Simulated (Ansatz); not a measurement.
The system is SiC (Moissanite).

```
Si C
1.0
     3.07600    0.00000    0.00000
    -1.53800    2.66389    0.00000
     0.00000    0.00000    5.04800
Si C
2 2
Direct
  0.66667 0.33333 0.50000
  0.33333 0.66667 0.00000
  0.66667 0.33333 0.88500
  0.33333 0.66667 0.38500
```

A run of Ansatz 0.2.0 on this cell left the log below. Logs are shortened: lines on timing, memory, paths and dates and some standing lists are left out, and cuts for length are marked.

```text
Warning: output.stress: scf.convergence.dr2_threshold = 1e-7 eV (the SCF's general default) is looser than the 4e-10 eV advised for a printed stress (1e-10 eV for each atom of the cell: 4). What an SCF threshold leaves in a stress goes as its square root, and in the free energy as the threshold itself, and one threshold admits the most on a small cell: of the crystals measured, under no hybrid functional and no lock of the moments, on runs that ended without the residual-converged pass, on stresses that held no estimate of that error, the worst erred by over 100 MPa in a component at 1e-7 eV an atom and by under 5 at 1e-10. Set scf.convergence.dr2_threshold to 4e-10 eV or tighter. The threshold is an SCF's pass mark: one that does not reach it within its budget of iterations ends unconverged, or closes short of it on a stop that the run arms, and scf.convergence.dr2_threshold's page says what that costs each kind of run
Warning: output.stress: scf.exx.energy_threshold = 1e-6 eV is looser than the 4e-8 eV advised for a stress under a hybrid functional (1e-8 eV for each atom of the cell: 4). Every SCF of the exchange loop can meet its threshold on dr2 while the loop round them stops early: no threshold on dr2 bounds what that leaves in the stress. Set scf.exx.energy_threshold to 4e-8 eV or tighter. The threshold is the loop's pass mark: a loop that does not reach it within its budget of cycles ends unconverged, and scf.exx.energy_threshold's page has the law
Warning: RAYON_NUM_THREADS=2 ignored (pool sized by the plan → 2); use --threads N
scf.n_extra_bands = 10 over 8 filled bands (N_el = 16.0): the run solves 18 bands
Engine: ansatz 0.2.0, x86_64-unknown-linux-gnu
Pseudopotentials: kind: paw
Pseudopotential: Si, paw, valence charge 4, recommended cutoff 500 eV (meta_gga), Si.paw.azcp
Pseudopotential: C, paw, valence charge 4, recommended cutoff 500 eV (meta_gga), C.paw.azcp
Functional definition: r2SCANh
  parameter a = 0.1
  parameter k0 = 0.174
  parameter k1 = 0.065
  parameter a1 = 4.9479
  exchange = (1 - a)*r2scan_x(k0 = k0, k1 = k1, a1 = a1) + a*exact_x
  correlation = r2scan_c
Crystal: 4 atoms, lattice volume = 41.364 Å³
Basis set: ecut = 500 eV, 1099 PW (Γ), exchange–correlation on 96×96×160 points (64 copies of the dense FFT grid, shifted against one another)
Bands: 18, of which v1, the nominal top of the filled ones, is band 8 counted from 1 (7 counted from 0)
Symmetry: 12 space group operations
Space group: P63mc (ITA 186), of the structure as read, at distance tolerance 3.5e-5 Å
k-points: 10 of 75 (time reversal used)
Non-local potential: Si, projectors of the file, l = 0: 2, l = 1: 2, l = 2: 2
[... 37 lines left out ...]
hybrid outer 2: dexx = +1.934e-9 eV, tail = 1.15e-9 eV, Δε = 9.67e-5 eV (about 1.11e-5 eV left of the loop's levels), ΔF = 5.14e-5 eV/Å (tail 6.44e-5)
NSCF: frozen V_eff on 39 k-points
hybrid SCF converged: 2 outer / 8 inner (+3 warm-up), last move |dexx| = 1.93e-9 eV, tail = 1.15e-9 eV
Stability not checked: this state was not tested for a lower state beside it, because the functional holds exact exchange (a hybrid, or Hartree-Fock), whose exchange loop this test does not read (fock_operator; see scf.lower_state_search)
Free energy (F): -1782.386571 eV
Frozen-core exchange: fock
Harris-Foulkes:  -1782.386571 eV  (|F-HF|=2.91e-11)
Internal energy: -1782.386571 eV  (E = F + TS)
E sigma→0 (E₀):  -1782.386571 eV
Fermi energy:    11.216479 eV
--- Per-component energies (eV) ---
  E_band       = 42.056651
  E_kinetic    = 272.471994
  E_local      = -209.196330  (includes V_loc(G=0)·N_el)
  E_nonlocal   = 100.118551
  E_hartree    = 66.160461
  E_xc         = -184.772176
  E_vxc        = -214.839632  (∫ρ·V_xc dr)
  E_exx        = -14.834649  (= α·E_x^exact, valence–valence)
  E_paw        = -1243.526690  (= ΣΔE_a)
  E_vpaw       = -18.540659  (= ΣTr[D̂ρ^β])
  E_aug_tail   = 0.000017  (compensation charges beyond the density's cutoff)
  E_vtau       = 9.391239  (kinetic-family band-sum trace: ∫τ·v_τ [+ j·A + Jᵃ·Aᵃ] dr)
  E_ewald      = -568.570884
  E_core_change = -0.236864  (= ΣΔE_core)
  E_smearing   = -0.000000  (= −TS)
  E_closure    = 0.000000  (closes the sum)
  Σ components = -1782.386571   (vs F -1782.386571, Δ=2.27e-13)
--- Forces (eV/Å), atoms counted from 1 ---
  atom   1  Si     0.00000000     0.00000000     0.76364961
  atom   2  Si     0.00000000    -0.00000000     0.76364961
  atom   3  C      0.00000000     0.00000000    -0.76365327
  atom   4  C     -0.00000000    -0.00000000    -0.76365327
  max |Σ_I F_I| component: 7.31e-6 eV/Å
--- Stress (GPa, compression-positive) ---
        0.381362       0.000000       0.000000
        0.000000       0.381362       0.000000
        0.000000       0.000000      -4.042786
  P = ⅓ Tr σ = -1.0934 GPa (-10.934 kbar)
--- Band table (eV; the first three rows and the last of 10) ---
  k-point 0: bands = ["-7.7288", "-4.0584", "0.0276", "7.6374", "7.6374", "9.0322", "9.0322", "9.3508", "15.1725", "16.5831", "17.0441", "17.0441", "18.1891", "19.3836", "19.3836", "22.0388", "22.0388", "22.4398"]
  k-point 1: bands = ["-7.1576", "-5.5570", "2.4875", "6.6634", "7.9465", "7.9465", "8.6396", "8.6396", "15.6924", "17.0856", "17.2917", "17.2917", "18.3889", "18.3889", "18.5423", "21.1273", "23.8286", "23.8286"]
  k-point 2: bands = ["-6.9967", "-3.4528", "0.6978", "4.6526", "6.6835", "6.7631", "8.5758", "8.7564", "14.8502", "16.9622", "17.4246", "18.2221", "18.2395", "19.6585", "20.2395", "20.7476", "22.0085", "22.1618"]
  k-point 9: bands = ["-3.3620", "-2.7100", "0.5504", "1.2448", "3.5215", "4.8280", "6.2763", "7.2564", "14.2766", "16.0586", "16.5634", "16.9568", "19.1766", "20.7257", "22.9431", "23.6411", "24.4354", "25.0275"]
```

Problem. What input gives this log?

Solution. Band structure with r2SCANh, no spin polarisation. The files as run (others can give the same):

input.yaml
```yaml
crystal:
  lattice:
    - [3.076, 0.0, 0.0]
    - [-1.538, 2.663894142, 0.0]
    - [0.0, 0.0, 5.048]
  atoms:
    - { symbol: Si, position: [0.6666666667, 0.3333333333, 0.5] }
    - { symbol: Si, position: [0.3333333333, 0.6666666667, 0.0] }
    - { symbol: C, position: [0.6666666667, 0.3333333333, 0.885] }
    - { symbol: C, position: [0.3333333333, 0.6666666667, 0.385] }
hamiltonian:
  xc: r2scanh
  pseudopotentials: { kind: paw }
kpoints:
  mp_grid: { grid: [5, 5, 3] }
  band_path:
    path:
      - [[0.0, 0.0, 0.0], [0.5, 0.0, 0.0], [0.3333333333, 0.3333333333, 0.0], [0.0, 0.0, 0.0], [0.0, 0.0, 0.5], [0.5, 0.0, 0.5], [0.3333333333, 0.3333333333, 0.5], [0.0, 0.0, 0.5]]
      - [[0.5, 0.0, 0.5], [0.5, 0.0, 0.0]]
      - [[0.3333333333, 0.3333333333, 0.0], [0.3333333333, 0.3333333333, 0.5]]
    npoints: 4
scf:
  occupations: { method: fermi_dirac, width: 0.05 }
  n_extra_bands: 10
output:
  forces: true
  stress: true
  eigenvalues: true
  fatbands: false
  write_density: true
  write_potential: true
  elf: true
  volumetric_format: npy
```

Potentials or basis: Ansatz PAW.
Run with:
```bash
$ ansatz run input.yaml --threads 2 --pin off --max-ram 5632MiB --backend cpu --events-out ev --progress --plain --runs-dir out
```

Caveat: the k mesh is coarse (spacing up to 0.47 Å⁻¹), so the values aren't converged, least of all with exact exchange; the PAW data sets come from PBE, with cores solved anew for the run's functional, which leaves a small shift of forces and pressure; the thresholds are loose for stress.
